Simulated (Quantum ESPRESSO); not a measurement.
# MnO2 in Quantum ESPRESSO: the effect of magnetic state

Crystal: MnO2.

```
CELL_PARAMETERS angstrom
2.75137 0.00000 0.00000
-1.37568 2.38275 0.00000
0.00000 0.00000 4.43853
ATOMIC_POSITIONS crystal
Mn 0.00000 0.00000 0.00000
O 0.33333 0.66667 0.25200
O 0.66667 0.33333 0.74800
```

Measurements of this composition are mostly on another form, of space group No. 136.

Alike in all runs:

```yaml
Program: Quantum ESPRESSO 7.5
Task: single point
Functional: LDA
Potentials_or_basis: GBRV 1.5 LDA
Cutoff: 612 eV
Density_cutoff: 4898 eV
k_mesh: 8 × 8 × 4
Occupations: gaussian, width 0.05 eV
Hubbard_terms: Mn d U = 2 eV
```

Question: One run gave: pressure -11.6 GPa; largest force 2.79 eV/Å. Which magnetic state did it use?
A. nm
B. nm_spin
C. fm

Answer: C.

```tsv
magnetic state	spin	starting moments	fixed moment	pressure (GPa)	largest force (eV/Å)
nm	no spin polarisation	-	-	-27.7	2.54
nm_spin	collinear spin, zero start	[0.0, 0.0, 0.0] μB	0 μB	-27.7	2.54
fm	collinear spin, ferromagnetic start	[3.0, 0.0, 0.0] μB	-	-11.6	2.79
```

Caveats: forces of over 1 eV/Å show positions far from the minimum, so gaps and moduli don't describe the material at rest (some runs); an odd number of electrons without spin polarisation forces a metal (some runs); a magnetic or distorted state may lie lower (some runs); U without spin polarisation on a metal has little footing (some runs); the total moment is fixed, so each spin has its own Fermi level (some runs); a cell with one magnetic atom can't hold antiferromagnetic order, which such compounds often take (some runs).
